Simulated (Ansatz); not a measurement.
**SiC under several functionals and dispersion corrections (calculated)**

Starting cell:

```
Si C
1.0
     0.00000    2.17400    2.17400
     2.17400    0.00000    2.17400
     2.17400    2.17400    0.00000
Si C
1 1
Direct
  0.00000 0.00000 0.00000
  0.75000 0.75000 0.75000
```

Ansatz, plane waves and PAW, scalar-relativistic (no spin–orbit coupling), 10×10×10 k-mesh. No spin polarisation. In the setting of the table the starting cell (space group F-43m) has 3.074 × 3.074 × 3.074 Å, angles 60.0 / 60.0 / 60.0°. Each functional was followed to zero pressure by scaling the cell, shape and atoms held, then fitted over four more volumes within ±4 % of it.

Question: What cell, stiffness and gap does each give?

Answer: 
| functional | V0 (Å³/atom) | cell | B0 (GPa) | B′ from the pressures | gap on the mesh | cutoff (eV) |
| --- | --- | --- | --- | --- | --- | --- |
| PBE + D3(BJ)-ATM | 10.31 | 3.078 × 3.078 × 3.078 Å, angles 60.0 / 60.0 / 60.0° | 220 | 3.9 | 1.36 eV | 420 |
| revPBE + D3(BJ) | 10.17 | 3.064 × 3.064 × 3.064 Å, angles 60.0 / 60.0 / 60.0° | 225 | 3.9 | 1.35 eV | 420 |
| PBEsol | 10.34 | 3.081 × 3.081 × 3.081 Å, angles 60.0 / 60.0 / 60.0° | 222 | 3.9 | 1.24 eV | 420 |

The volumes span 1.6 %, from revPBE + D3(BJ) to PBEsol, while B0 hardly moves (220 to 225 GPa). Of 5 runs of this kind 2 are left out: 2 are in doubt (a loose fit, a gap or moment that comes and goes along the fit, no cell at zero pressure, a state that may not be the lowest or a known fault).

Caveats: gaps at these levels are rough, and mostly too small.

Points behind the fit for PBE + D3(BJ)-ATM:

```tsv
V (Å³/atom)	E − Emin (meV/atom)	P (GPa)
9.894	12.11	9.76
10.100	2.95	4.64
10.307	0.00	0.00
10.513	2.73	-4.21
10.719	10.65	-8.02
```
